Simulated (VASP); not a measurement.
**H4CO: single point with PBE+D3(BJ)**

H4CO:

```
C O H
1.0
     7.38032    0.00000    0.00000
     0.00000    7.38032    0.00000
     0.00000    0.00000    7.38032
C O H
6 6 24
Direct
  0.91214 0.92902 0.23126
  0.45848 0.65677 0.69031
  0.99213 0.83530 0.73829
  0.66791 0.48388 0.21120
  0.21168 0.36086 0.13212
  0.71139 0.26061 0.67610
  0.07846 0.87601 0.31653
  0.46091 0.76724 0.85040
  0.00896 0.66274 0.83032
  0.71225 0.58189 0.03130
  0.28132 0.21551 0.23686
  0.85515 0.35524 0.59558
  0.79445 0.90228 0.32297
  0.15255 0.83215 0.22324
  0.90756 0.06631 0.17789
  0.89232 0.84350 0.11304
  0.33314 0.67979 0.61568
  0.54891 0.70571 0.91854
  0.56512 0.69650 0.59272
  0.48216 0.50784 0.72510
  0.84722 0.88128 0.74525
  0.13090 0.62359 0.80650
  0.07981 0.93596 0.79522
  0.02116 0.82769 0.59054
  0.67152 0.34053 0.17150
  0.84102 0.57533 0.99780
  0.78330 0.50983 0.31290
  0.53895 0.54830 0.24500
  0.31504 0.47048 0.09582
  0.18641 0.14566 0.29866
  0.16614 0.30455 0.99982
  0.09963 0.42928 0.21368
  0.67334 0.13856 0.59676
  0.89220 0.44781 0.68630
  0.73861 0.21156 0.82360
  0.59207 0.34382 0.66689
```

The cell was built by a generator and needn't be a form met in nature.

- Program: VASP 6.6.1
- Task: single point
- Functional: PBE
- Dispersion: D3(BJ)
- Potentials or basis: VASP PAW PBE potentials, release 64 (C, O, H)
- Cutoff: 520 eV
- k mesh: 1 × 1 × 1
- Occupations: fermi-dirac, width 0.05 eV
- Spin: no spin polarisation
- Dipole correction: no
- Further INCAR settings: LREAL = Auto; ALGO = Fast; EDIFF = 1e-06; NBANDS = 66

```
Pressure                   : -0.7 GPa
Largest force              : 3.306 eV/Å
Band gap on the k mesh     : 4.62 eV, direct
Dispersion energy per atom : -0.034 eV
```

Forces on the atoms (eV/Å):
```
C   -0.881 -0.928 -0.131
C    0.335 -0.422  0.049
C   -1.543 -0.045 -1.062
C    2.517  1.297 -1.706
C   -0.767  0.663  0.151
C   -0.274 -1.661  0.984
O   -1.062  1.085  1.437
O   -1.824  0.634 -1.830
O   -0.361  0.269 -0.293
O   -0.357 -0.636  1.433
O    0.918  0.027  0.309
O    1.075  0.528  0.518
H    0.633  0.306 -0.208
H    1.345 -0.674 -1.346
H    0.227  0.671  0.325
H   -0.279 -0.253 -0.236
H   -0.456 -0.176 -0.009
H    1.927 -0.790  1.911
H    0.187 -0.034  0.118
H   -0.630  1.368 -0.273
H    0.709 -0.342  0.376
H    0.720 -0.282  0.115
H    0.508  0.578  0.562
H    0.146 -0.335  0.479
H   -0.662 -0.045  0.545
H   -0.197 -0.027  0.178
H   -1.375 -0.123 -0.774
H    0.062 -0.572  0.423
H   -0.483 -1.166  0.615
H    0.101  0.297 -0.302
H   -0.376  0.421  0.183
H    0.553 -0.328 -0.979
H    0.546  0.162  0.018
H   -0.021 -0.223 -0.640
H   -0.300  0.651 -1.415
H   -0.661  0.106  0.477
```

Stress tensor (GPa, compression positive):
```
 0.96 -0.73  0.57
-0.73 -1.10  0.93
 0.57  0.93 -1.82
```

Levels at points of the mesh, in eV from the valence-band top:
```csv
k point,band 38,band 39,band 40,band 41,band 42,band 43,band 44,band 45,band 46,band 47
"(0.00, 0.00, 0.00)",-0.95,-0.54,-0.28,-0.15,0.00,4.62,5.71,5.99,6.37,6.52
```

It took 38 s on 1 thread of Intel(R) Xeon(R) 6975P-C (Granite Rapids) (shared host), peak memory 0.42 GiB.
